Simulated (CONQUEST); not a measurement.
# BaTiO3 (P4mm) in CONQUEST: notebook, part 3 of 3

CONQUEST 1.3. Earlier steps stand in the parts before.

## (6) Single point, PBE (atoms moved at random, drawn with an rms of 0.05 Å)

File Conquest_input:

```
IO.Title BaTiO3
IO.Coordinates coords.dat
IO.FractionalAtomicCoords T
IO.Iprint 2
IO.Iprint_init 1
General.NumberOfSpecies 3
General.PseudopotentialType hamann
AtomMove.TypeOfRun static
AtomMove.FullStress T
Grid.GridCutoff 150
DM.SolutionMethod diagon
Diag.MPMesh T
Diag.GammaCentred T
Diag.MPMeshX 7
Diag.MPMeshY 7
Diag.MPMeshZ 7
Diag.kT 0.00183747
minE.SCTolerance 1e-6
SC.MaxIters 100
IO.AtomChargeOutput T
%block ChemicalSpeciesLabel
1 137.330 Ba
2 47.880 Ti
3 16.000 O
%endblock
```

File coords.dat:

```
    7.5585265533     0.0000000000     0.0000000000
    0.0000000000     7.5585265533     0.0000000000
    0.0000000000     0.0000000000     7.5929195687
5
  0.0153840000   0.9900890000   0.0038750000 1 T T T
  0.5003450000   0.4968850000   0.5066190000 2 T T T
  0.5004510000   0.9963090000   0.4874480000 3 T T T
  0.0004610000   0.5134300000   0.4783700000 3 T T T
  0.4930380000   0.5064820000   0.9753670000 3 T T T
```

Potentials or basis: PseudoDojo NC PBE, SZ, grid cutoff 150 Ha.

Started as:

```console
$ OMP_NUM_THREADS=1 Conquest
```

Standard output:

```text
Simulation cell dimensions:     7.5585 a0 x     7.5585 a0 x     7.5929 a0

      Atomic coordinates (a0)
         Atom         X         Y         Z  Species
            1    0.1163    7.4836    0.0294        1
            2    3.7819    3.7557    3.8467        2
            3    3.7827    7.5306    3.7012        3
            4    0.0035    3.8808    3.6322        3
            5    3.7266    3.8283    7.4059        3

         Monkhorst-Pack mesh:   7 x   7 x   7 gamma-centred
        This calculation includes non-local pseudopotentials,
         with a maximum core radius of     10.78210748

    Job title: BaTiO3
    Job to be run: static calculation

[... 5 lines left out ...]
      Using Fermi-Dirac smearing

    Integration grid size:     48 x   48 x   48

    Integration grid spacing:  0.157 a0 x 0.157 a0 x 0.158 a0

    Number of species:  3
    --------------------------------------------------------
    |   #  mass (au)  Charge (e)  SF Rad (a0)  NSF  Label  |
    --------------------------------------------------------
    |   1    137.330      10.000       11.073    5  Ba     |
    |   2     47.880      12.000        8.542   10  Ti     |
    |   3     16.000       6.000        5.220    4  O      |
    --------------------------------------------------------
          SCF tolerance:                 0.00000100
          SCF iterations:               100

    The functional used will be GGA PBE96

           radial cut-off to be used is taken to be max PAO cut-off radius for this species:   10.782107

           greatest ang. mom. for making density from PAOs:  1

           radial cut-off to be used is taken to be max PAO cut-off radius for this species:    8.226919

           greatest ang. mom. for making density from PAOs:  2

           radial cut-off to be used is taken to be max PAO cut-off radius for this species:    4.914330

           greatest ang. mom. for making density from PAOs:  1
    Minimum blocs/proc is     1728. Maximum blocs/proc is     1728
    set_atom_dens: In set_atomic_density, electrons :      40.000000000000
 matrix_size & matrix_size_padH =           27          27
[... 24 lines left out ...]
          (TS=0 as O(N) or entropic contribution is negligible)
          DFT Total Energy                 :      -137.043159978619883 Ha
          Total number of electrons        :        39.999998594126303
    PulayMixSC: Pulay iteration     4 residual:              0.22185E-02
          Harris-Foulkes Energy            :      -137.077817818984272 Ha
          (TS=0 as O(N) or entropic contribution is negligible)
          DFT Total Energy                 :      -137.077361542682439 Ha
          Total number of electrons        :        39.999996594765776
    PulayMixSC: Pulay iteration     5 residual:              0.32510E-03
          Harris-Foulkes Energy            :      -137.079027898431690 Ha
          GroundState Energy (E-(1/2)TS)   :      -137.079027914581019 Ha
          Free Energy (E-TS)               :      -137.079027930730348 Ha
          DFT Total Energy                 :      -137.071908907334830 Ha
          Total number of electrons        :        39.999995272359733
    PulayMixSC: Pulay iteration     6 residual:              0.85987E-03
          Harris-Foulkes Energy            :      -137.078078129728453 Ha
          (TS=0 as O(N) or entropic contribution is negligible)
          DFT Total Energy                 :      -137.076130771406952 Ha
          Total number of electrons        :        39.999995960554244
    PulayMixSC: Pulay iteration     7 residual:              0.44909E-03
          Harris-Foulkes Energy            :      -137.077714190341936 Ha
          (TS=0 as O(N) or entropic contribution is negligible)
          DFT Total Energy                 :      -137.077665916689540 Ha
          Total number of electrons        :        39.999996191368005
    PulayMixSC: Pulay iteration     8 residual:              0.71688E-04
          Harris-Foulkes Energy            :      -137.077707179579562 Ha
          (TS=0 as O(N) or entropic contribution is negligible)
          DFT Total Energy                 :      -137.077695733037018 Ha
          Total number of electrons        :        39.999996128429125
    PulayMixSC: Pulay iteration     9 residual:              0.35145E-04
          Harris-Foulkes Energy            :      -137.077705037930201 Ha
          (TS=0 as O(N) or entropic contribution is negligible)
          DFT Total Energy                 :      -137.077705026048307 Ha
          Total number of electrons        :        39.999995981678516
    PulayMixSC: Pulay iteration    10 residual:              0.11408E-05
          Harris-Foulkes Energy            :      -137.077705035688098 Ha
          (TS=0 as O(N) or entropic contribution is negligible)
          DFT Total Energy                 :      -137.077705035083056 Ha
          Total number of electrons        :        39.999995962635559
    PulayMixSC: Pulay iteration    11 residual:              0.24312E-06
    PulayMixSC: Reached SCF tolerance of  0.24312E-06 after     11 iterations
      | Number of electrons      =        39.999996
      |* band energy as 2Tr[K.H] =       -32.083545451851478 Ha
      |  screened ion-ion energy =      -102.915623956899864 Ha
      |  Ha correction           =        -3.306218488190251 Ha
      |  XC correction           =         1.227675902764339 Ha
      |* Harris-Foulkes energy   =      -137.077705035688098 Ha
      |* DFT total energy        =      -137.077705035083056 Ha
      |  estimated accuracy      =        -0.000000000605041 Ha

    force: Forces on atoms (Ha/a0)
    force:  Atom   X              Y              Z
    force:     1  -0.0147857304   0.0116596123  -0.0109953775
    force:     2   0.0045579582   0.0002151551   0.0087016028
    force:     3   0.0032464987   0.0110905925   0.0001064978
    force:     4  -0.0012532386  -0.0132291748   0.0068835565
    force:     5   0.0085148610  -0.0095412705  -0.0051534377

    force: Maximum force :        0.01478573(Ha/a0) on atom         1 in x direction
    force: Force Residual:        0.01496406 Ha/a0
    force: Total stress:         -9.40715039     0.35634025    -0.26289642 GPa
                             0.35634025   -10.28965068     0.77835967
                            -0.26289642     0.77835967   -11.79466377
    force: Average pressure:     10.49715495 GPa

    force: Finished force
    get_E_and_F: Change in energy during last step of electronic optimisation:  0.22421E-08

    BIBLIOGRAPHY: Please consider citing the following references in the conquest.bib file

    CONQUEST:         Bowler2002pt, Miyazaki2004, Nakata2020
    Basis:            Bowler2019
    DM:               Bowler:2006xr
    Pseudopotentials: Hamann2013, Bowler2019
    XC functional:    Perdew1996
```

It took 53 s on 1 thread of Intel Xeon Platinum 8488C (Sapphire Rapids), shared host; peak memory 0.62 GiB.

What came out:

| Item | Value |
| --- | --- |
| Free energy | -3730.0744 eV |
| Pressure | 10.5 GPa |
| Largest force | 1.121 eV/Å |
| Band gap on the k mesh | 1.52 eV, indirect (least direct gap 1.61 eV) |
| Mulliken charges | Ba +1.58; Ti +0.89; O -0.82, -0.83, -0.81 e |

Forces on the atoms (eV/Å):
```
Ba  -0.760  0.600 -0.565
Ti   0.234  0.011  0.447
O    0.167  0.570  0.005
O   -0.064 -0.680  0.354
O    0.438 -0.491 -0.265
```

Caveat: the atomic basis is small; Mulliken charges move with the basis; spin-orbit coupling is left out, which moves the levels of the heavy elements; an odd mesh through Γ misses points on the zone boundary, where band edges often lie; the basis of atomic orbitals isn't converged, which shifts pressures, moduli and gaps.

## (7) Summary

```tsv
potentials or basis	cell	k mesh	gap on the mesh (eV)	pressure (GPa)	largest force (eV/Å)
PseudoDojo NC PBE, SZP, grid cutoff 150 Ha	as given	5 × 5 × 5	1.60	6.5	0.20
PseudoDojo NC PBE, SZP, grid cutoff 150 Ha	as given	6 × 6 × 6	1.44	6.5	0.20
PseudoDojo NC PBE, SZP, grid cutoff 150 Ha	as given	7 × 7 × 7	1.54	6.5	0.20
PseudoDojo NC PBE, SZP, grid cutoff 150 Ha	as given	8 × 8 × 8	1.44	6.5	0.20
PseudoDojo NC PBE, SZ, grid cutoff 150 Ha	atoms moved at random, drawn with an rms of 0.05 Å	7 × 7 × 7	1.52	10.5	1.12
```

Alike in all rows: task single point; level PBE; no spin polarisation; smearing fermi-dirac 0.05 eV.

Caveats: the atomic basis is small; spin-orbit coupling is left out, which moves the levels of the heavy elements; the basis of atomic orbitals isn't converged, which shifts pressures, moduli and gaps; an odd mesh through Γ misses points on the zone boundary, where band edges often lie (some runs).

Total energies depend on the potentials used, so only differences within one code and one set of settings carry meaning.
